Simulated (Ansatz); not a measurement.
# MgB2: relaxation of cell and atoms with BLYP

Crystal: MgB2.

```xyz
3
Lattice="3.0850 0.0000 0.0000 -1.5425 2.6717 0.0000 0.0000 0.0000 3.5230" Properties=species:S:1:pos:R:3 pbc="T T T"
Mg    0.0000    0.0000    0.0000
B     1.5425    0.8906    1.7615
B     0.0000    1.7811    1.7615
```

```json
{"Program": "Ansatz 0.2.0", "Task": "relaxation of cell and atoms", "Functional": "BLYP", "Potentials or basis": "Ansatz PAW", "Cutoff": "420 eV (not typed: the program's choice for these potentials)", "k mesh": "10 × 10 × 8", "Occupations": "fermi-dirac, width 0.05 eV", "Spin": "no spin polarisation"}
```

```yaml
Relaxed_volume: 9.76 Å³/atom
Relaxed_cell: a = 3.088 Å, b = 3.088 Å, c = 3.545 Å, α = 90.00°, β = 90.00°, γ = 120.00°
Space_group_after_relaxing_to_0.05_Å: P6/mmm (No. 191)
Energy_gained_by_relaxing: 0.3 meV/atom
Ionic_steps: 4
Pressure_after_relaxing: 0.0 GPa
```

Step by step:
| step | energy change (eV) | largest force (eV/Å) | volume (Å³) |
| --- | --- | --- | --- |
| 1 | 0.0000 | 0.0000 | 29.04 |
| 2 | -0.0007 | 0.0000 | 29.21 |
| 3 | -0.0007 | 0.0000 | 29.27 |
| 4 | -0.0010 | 0.0000 | 29.27 |

Final structure:
```
Mg B
1.0
     3.08791    0.00000    0.00000
    -1.54395    2.67421    0.00000
     0.00000    0.00000    3.54473
Mg B
1 2
Cartesian
  0.0000 0.0000 0.0000
  1.5440 0.8914 1.7724
  0.0000 1.7828 1.7724
```

Run time: 2.4 s on 2 threads of Arm Neoverse V2 (shared host), peak memory 0.3 GiB.

Caveat: the plane-wave basis is chosen anew once the cell has moved, so the energies of steps on either side of that aren't comparable; the PAW data sets come from PBE, with cores solved anew for the run's functional, which leaves a small shift of forces and pressure. Zero-point motion and thermal expansion aren't in these numbers.
